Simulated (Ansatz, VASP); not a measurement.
## ZnS (Wurtzite-4H): VASP beside Ansatz

The input INCAR:

```
SYSTEM = ZnS
PREC = Accurate
ENCUT = 600
EDIFF = 1E-7
ISMEAR = -1
SIGMA = 0.05
LREAL = .False.
LASPH = .True.
NELM = 100
ALGO = Normal
ISIF = 3
LWAVE = .False.
LCHARG = .False.
GGA = RE
IBRION = 2
NSW = 60
EDIFFG = -0.01
```

File KPOINTS:

```
Automatic mesh
0
Gamma
  8 8 3
  0 0 0
```

File POSCAR:

```
ZnS
1.0
    3.8227000000      0.0000000000      0.0000000000
   -1.9113500000      3.3105553110      0.0000000000
    0.0000000000      0.0000000000     12.5200000000
Zn S
4 4
Direct
    0.6666666667      0.3333333333      0.7500000000
    0.3333333333      0.6666666667      0.2500000000
    0.0000000000      0.0000000000      0.5000000000
    0.0000000000      0.0000000000      0.0000000000
    0.6666666667      0.3333333333      0.9375000000
    0.3333333333      0.6666666667      0.4375000000
    0.0000000000      0.0000000000      0.6875000000
    0.0000000000      0.0000000000      0.1875000000
```

File input.yaml:

```yaml
crystal:
  lattice:
    - [3.8227, 0.0, 0.0]
    - [-1.91135, 3.310555311, 0.0]
    - [0.0, 0.0, 12.52]
  atoms:
    - { symbol: Zn, position: [0.6666666667, 0.3333333333, 0.75] }
    - { symbol: Zn, position: [0.3333333333, 0.6666666667, 0.25] }
    - { symbol: Zn, position: [0.0, 0.0, 0.5] }
    - { symbol: Zn, position: [0.0, 0.0, 0.0] }
    - { symbol: S, position: [0.6666666667, 0.3333333333, 0.9375] }
    - { symbol: S, position: [0.3333333333, 0.6666666667, 0.4375] }
    - { symbol: S, position: [0.0, 0.0, 0.6875] }
    - { symbol: S, position: [0.0, 0.0, 0.1875] }
hamiltonian:
  xc: revpbe
  pseudopotentials: { kind: paw }
kpoints:
  mp_grid: { grid: [8, 8, 3] }
scf:
  occupations: { method: fermi_dirac, width: 0.05 }
output:
  forces: true
  stress: true
relax:
  f_tol: 0.01
  max_steps: 40
  cell: { stress_tol: 0.05 }
```

Alike in both runs: task relaxation of cell and atoms; functional revPBE; k mesh 8 × 8 × 3; occupations fermi-dirac, width 0.05 eV; no spin polarisation.

|  | VASP | Ansatz |
| --- | --- | --- |
| version | VASP 6.6.1 | Ansatz 0.2.0 |
| potentials or method | VASP PAW PBE potentials, release 64 (Zn, S) | Ansatz PAW |
| plane-wave cutoff (eV) | 600 | 420 |
| valence electrons in the cell | 72 | 72 |

```tsv
	VASP	Ansatz	Ansatz less VASP
relaxed volume (Å³/atom)	20.76	20.73	-0.034
relaxed cell length with the largest relative difference (Å)	3.884	3.882	-0.0022
energy change over the relaxation (meV/atom)	-10	-9	+0.7
```

Caveats: the PAW data sets were made with another functional, which shifts forces and pressure a little (VASP); the plane-wave basis is chosen anew once the cell has moved, so the energies of steps on either side of that aren't comparable (Ansatz); the PAW data sets come from PBE, with cores solved anew for the run's functional, which leaves a small shift of forces and pressure (Ansatz). revPBE gives volumes clearly too large for solids. A k mesh can miss the band edges.
